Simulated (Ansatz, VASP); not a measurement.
Rb in VASP and in Ansatz

Contents of INCAR:

```
ALGO = Normal
EDIFF = 1E-6
ENCUT = 520
GGA = PE
ISIF = 2
ISMEAR = -1
LASPH = True
LCHARG = False
LREAL = False
LWAVE = False
NBANDS = 26
NELM = 100
PREC = Accurate
SIGMA = 0.08
```

KPOINTS

```
k-points
0
Gamma
  7 7 5
```

Contents of POSCAR:

```
Rb
1.0
    4.8347709863      0.0000000000      0.0000000000
   -2.4173854931      4.1870344956      0.0000000000
    0.0000000000      0.0000000000      7.2282142318
Rb
4
Direct
    0.0000000000      0.0000000000      0.0000000000
    0.0000000000      0.0000000000      0.5000000000
    0.3333333333      0.6666666667      0.2500000000
    0.6666666667      0.3333333333      0.7500000000
```

Input for Ansatz:

```yaml
crystal:
  lattice:
    - [4.8347709863, 0.0, 0.0]
    - [-2.4173854931, 4.1870344956, 0.0]
    - [0.0, 0.0, 7.2282142318]
  atoms:
    - { symbol: Rb, position: [0.0, 0.0, 0.0] }
    - { symbol: Rb, position: [0.0, 0.0, 0.5] }
    - { symbol: Rb, position: [0.3333333333, 0.6666666667, 0.25] }
    - { symbol: Rb, position: [0.6666666667, 0.3333333333, 0.75] }
kpoints:
  mp_grid: { grid: [7, 7, 5] }
scf:
  occupations: { method: fermi_dirac, width: 0.08 }
hamiltonian:
  xc: pbe
  pseudopotentials: { kind: all_electron, lapw: { basis_error: 0.0005 } }
output:
  forces: true
  stress: true
  eigenvalues: true
  populations: true
```

Alike in both runs: task single point; functional PBE; k mesh 7 × 7 × 5; occupations fermi-dirac, width 0.08 eV; no spin polarisation.

```csv
,VASP,Ansatz
version,VASP 6.6.1,Ansatz 0.2.0
potentials or method,"VASP PAW PBE potentials, release 64 (Rb_sv)","all-electron LAPW, scalar-relativistic"
plane-wave cutoff (eV),520,see its input
```

Ansatz gave:

```
pressure (GPa) : 10.0
```

What did VASP give for the same quantities?

Pressure (GPa): 10.1.

Ansatz ran all-electron here, so the differences hold the error of VASP's frozen core and of both bases.
